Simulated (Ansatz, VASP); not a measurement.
Two plane-wave programs on Sr

```
Sr
1.0
     0.00000    5.12051    5.12051
     5.12051    0.00000    5.12051
     5.12051    5.12051    0.00000
Sr
2
Direct
  0.12500 0.12500 0.12500
  0.87500 0.87500 0.87500
```

Alike in both runs: task single point; functional RPBE; k mesh 6 × 6 × 6; occupations fermi-dirac, width 0.1 eV; no spin polarisation.

|  | VASP | Ansatz |
| --- | --- | --- |
| version | VASP 6.6.1 | Ansatz 0.2.0 |
| potentials or method | VASP PAW PBE potentials, release 64 (Sr_sv) | plane waves (420 eV) with PAW, scalar-relativistic |
| plane-wave cutoff (eV) | 520 | 420 |
| valence electrons in the cell | 20 | 20 |

```csv
,VASP,Ansatz,Ansatz less VASP
pressure (GPa),-0.2,-0.2,0.00
```

With one functional, cell and mesh, what is left measures potentials, basis and numerics.

Caveats: the PAW data sets were made with another functional, which shifts forces and pressure a little (VASP).
